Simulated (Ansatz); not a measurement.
# How far is PAW off for Ge?

```
Ge
1.0
     3.99759    0.01999    0.01999
    -1.98148    3.45202    0.00732
     0.03300    0.03300    6.59938
Ge
4
Cartesian
  2.0066 1.1661 0.4309
  0.0301 2.3266 3.7263
  2.0190 1.1784 2.9003
  0.0425 2.3389 6.1958
```

Atom numbers follow the list: Ge1, Ge2, Ge3, Ge4.

Structure from Materials Project entry mp-1007760 (possibly hypothetical), not relaxed further. The listed cell was then made from it by scaling, straining or moving an atom.

Levels of theory: DFT, PBEsol, PAW with Ansatz's default frozen-core files, scalar-relativistic (Ansatz 0.2.0); DFT, PBEsol, all-electron LAPW, scalar-relativistic (Ansatz 0.2.0).

For PAW: a Γ-centred 11×11×6 k mesh, Fermi–Dirac smearing of 0.05 eV, cutoff 420 eV, no spin polarisation; the PAW files were made with PBE, and the program remakes their frozen cores for this functional. LAPW targets a basis error of 1 meV/atom. The Ansatz runs share mesh, smearing and spin set-up. Plane-wave (PAW) pressures include the program's estimate of the Pulay term.

Stress and pressure are positive in compression.

The change that made this cell: equal xy, yz and zx engineering shear strains of +1 %.

PAW results:

| quantity | PAW |
| --- | --- |
| pressure (GPa) | -0.03 |
| stress xx (GPa) | 0.01 |
| stress zz (GPa) | -0.12 |
| stress yz (GPa) | -0.48 |
| stress xz (GPa) | -0.48 |
| stress xy (GPa) | -0.68 |
| force on Ge1, y (eV/Å) | -0.055 |
| force on Ge2, x (eV/Å) | -0.125 |

(1) What does full-potential LAPW give for the same quantities?

## Answers

(1) 
```
              quantity    LAPW
        pressure (GPa)   -0.04
       stress xx (GPa)    0.01
       stress zz (GPa)   -0.12
       stress yz (GPa)   -0.48
       stress xz (GPa)   -0.48
       stress xy (GPa)   -0.68
force on Ge1, y (eV/Å)  -0.055
force on Ge2, x (eV/Å)  -0.125
```
